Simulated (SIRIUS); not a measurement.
# Ni (Fm-3m) in SIRIUS: equation of state, part 3 of 3

SIRIUS 7.12.0. The steps go on from the part before.

## Step 7: Equation of state, PBEsol, collinear spin, ferromagnetic start, 11.12 Å³/atom (volume scaled by 1.06)

File sirius.json:

```json
{
  "control": {
    "processing_unit": "cpu",
    "std_evp_solver_name": "lapack",
    "gen_evp_solver_name": "lapack",
    "verbosity": 2,
    "print_forces": false,
    "ortho_rf": true,
    "use_second_variation": true,
    "rmt_max": 3.0,
    "num_bands_to_print": 19,
    "save_wf": true
  },
  "parameters": {
    "electronic_structure_method": "full_potential_lapwlo",
    "xc_functionals": ["XC_GGA_X_PBE_SOL", "XC_GGA_C_PBE_SOL"],
    "core_relativity": "dirac",
    "valence_relativity": "iora",
    "num_fv_states": 19,
    "smearing": "fermi_dirac",
    "smearing_width": 0.0018374661,
    "pw_cutoff": 20,
    "gk_cutoff": 3.93,
    "lmax_apw": 10,
    "lmax_rho": 8,
    "lmax_pot": 8,
    "num_mag_dims": 1,
    "auto_rmt": 0,
    "ngridk": [13, 13, 13],
    "shiftk": [0, 0, 0],
    "num_dft_iter": 80,
    "energy_tol": 1e-07,
    "density_tol": 1e-05,
    "use_symmetry": true
  },
  "settings": {"tol_ne": 1e-10},
  "iterative_solver": {"type": "exact"},
  "mixer": {"type": "anderson", "beta": 0.4, "max_history": 8},
  "unit_cell": {
    "lattice_vectors": [[0.0, 3.3479363924, 3.3479363924], [3.3479363924, 0.0, 3.3479363924], [3.3479363924, 3.3479363924, 0.0]],
    "atom_types": ["Ni"],
    "atom_files": {"Ni": "Ni.json"},
    "atoms": {"Ni": [[0.0, 0.0, 0.0, 0.0, 0.0, 1.0]]}
  }
}
```

File Ni.json:

```json
{
  "name": "nickel",
  "symbol": "Ni",
  "number": 28,
  "mass": 58.6934,
  "rmin": 1e-06,
  "rmt": 2.24,
  "nrmt": 800,
  "rinf": 14.89,
  "core": "1s2s2p",
  "valence": [
    {"basis": [{"enu": 0.07, "dme": 0, "n": 0, "auto": 0}, {"enu": 0.07, "dme": 1, "n": 0, "auto": 0}]},
    {"l": 0, "n": 1, "basis": [{"enu": 0.17, "dme": 0, "n": 0, "auto": 0}]},
    {"l": 1, "n": 2, "basis": [{"enu": 0.17, "dme": 0, "n": 0, "auto": 0}]},
    {"l": 2, "n": 3, "basis": [{"enu": 0.1591, "dme": 0, "n": 0, "auto": 0}]},
    {"l": 3, "n": 4, "basis": [{"enu": 0.17, "dme": 0, "n": 0, "auto": 0}]}
  ],
  "lo": [
    {"l": 0, "basis": [{"enu": 0.17, "dme": 0, "n": 0, "auto": 0}, {"enu": 0.17, "dme": 1, "n": 0, "auto": 0}]},
    {
      "l": 0,
      "basis": [{"enu": -3.6666, "dme": 0, "n": 3, "auto": 1}, {"enu": -3.6666, "dme": 1, "n": 3, "auto": 1}]
    },
    {
      "l": 0,
      "basis": [{"enu": -3.6666, "dme": 1, "n": 3, "auto": 1}, {"enu": 0.17, "dme": 0, "n": 0, "auto": 0}]
    },
    {"l": 0, "basis": [{"enu": 0.17, "dme": 0, "n": 0, "auto": 0}, {"enu": 3.3588, "dme": 0, "n": 0, "auto": 0}]},
    {"l": 1, "basis": [{"enu": 0.17, "dme": 0, "n": 0, "auto": 0}, {"enu": 0.17, "dme": 1, "n": 0, "auto": 0}]},
    {
      "l": 1,
      "basis": [{"enu": -2.2309, "dme": 0, "n": 3, "auto": 1}, {"enu": -2.2309, "dme": 1, "n": 3, "auto": 1}]
    },
    {
      "l": 1,
      "basis": [{"enu": -2.2309, "dme": 1, "n": 3, "auto": 1}, {"enu": 0.17, "dme": 0, "n": 0, "auto": 0}]
    },
    {"l": 1, "basis": [{"enu": 0.17, "dme": 0, "n": 0, "auto": 0}, {"enu": 3.8371, "dme": 0, "n": 0, "auto": 0}]},
    {
      "l": 2,
      "basis": [{"enu": 0.1591, "dme": 0, "n": 0, "auto": 0}, {"enu": 0.1591, "dme": 1, "n": 0, "auto": 0}]
    },
    {
      "l": 2,
      "basis": [{"enu": 0.1591, "dme": 1, "n": 0, "auto": 0}, {"enu": 0.1591, "dme": 2, "n": 0, "auto": 0}]
    },
    {
      "l": 2,
      "basis": [{"enu": 0.1591, "dme": 0, "n": 0, "auto": 0}, {"enu": 3.2681, "dme": 0, "n": 0, "auto": 0}]
    },
    {"l": 3, "basis": [{"enu": 0.17, "dme": 0, "n": 0, "auto": 0}, {"enu": 0.17, "dme": 1, "n": 0, "auto": 0}]},
    {"l": 3, "basis": [{"enu": 0.17, "dme": 0, "n": 0, "auto": 0}, {"enu": 3.6378, "dme": 0, "n": 0, "auto": 0}]}
  ],
  "free_atom": [... radial grid and density of the free atom, the start of the SCF ...]
}
```

File sirius_start.json:

```json
{
  "control": {
    "processing_unit": "cpu",
    "std_evp_solver_name": "lapack",
    "gen_evp_solver_name": "lapack",
    "verbosity": 1,
    "print_forces": false,
    "ortho_rf": true,
    "use_second_variation": true,
    "rmt_max": 3.0,
    "num_bands_to_print": 19,
    "save_wf": false
  },
  "parameters": {
    "electronic_structure_method": "full_potential_lapwlo",
    "xc_functionals": ["XC_LDA_X", "XC_LDA_C_PW"],
    "core_relativity": "dirac",
    "valence_relativity": "iora",
    "num_fv_states": 19,
    "smearing": "fermi_dirac",
    "smearing_width": 0.0055123983,
    "pw_cutoff": 20,
    "gk_cutoff": 3.14,
    "lmax_apw": 10,
    "lmax_rho": 8,
    "lmax_pot": 8,
    "num_mag_dims": 1,
    "auto_rmt": 0,
    "ngridk": [5, 5, 5],
    "shiftk": [0, 0, 0],
    "num_dft_iter": 30,
    "energy_tol": 0.01,
    "density_tol": 0.05,
    "use_symmetry": true
  },
  "settings": {"tol_ne": 1e-10},
  "iterative_solver": {"type": "exact"},
  "mixer": {"type": "anderson", "beta": 0.4, "max_history": 8},
  "unit_cell": {
    "lattice_vectors": [[0.0, 3.3479363924, 3.3479363924], [3.3479363924, 0.0, 3.3479363924], [3.3479363924, 3.3479363924, 0.0]],
    "atom_types": ["Ni"],
    "atom_files": {"Ni": "Ni.json"},
    "atoms": {"Ni": [[0.0, 0.0, 0.0, 0.0, 0.0, 1.0]]}
  }
}
```

Run with:

```sh
OMP_NUM_THREADS=1 sirius.scf --input=sirius_start.json --output=start.json
OMP_NUM_THREADS=1 sirius.scf --input=sirius.json --output=output.json --task=1
```

It took 35 s on 1 thread of Arm Neoverse V1, shared host; peak memory 0.47 GiB.

Results (log left out):

| Quantity | Value |
| --- | --- |
| Free energy | -41349.2455 eV |
| Band gap on the k mesh | none (metal or under the smearing width) |
| Net moment | 0.63 μB per cell |
| Site moments | Ni +0.66 μB |
| All electrons inside the program's atomic spheres | Ni 26.95 (radii Ni 2.24 bohr) |

## Step 8: Equation of state, PBEsol, collinear spin, ferromagnetic start

Potentials or basis: all-electron FP-LAPW, apw+lo standard.

No new run: the results of the series are fitted here.

Results:

| Item | Value |
| --- | --- |
| Equilibrium volume | 10.36 Å³/atom |
| Bulk modulus | 235 GPa |
| Pressure derivative of the bulk modulus | 5.9 |

Energy against volume, from the lowest point:
```tsv
volume (Å³/atom)	energy (meV/atom)
9.862	19.29
10.072	5.80
10.282	0.00
10.492	0.58
10.702	7.10
10.912	18.41
11.122	34.12
```
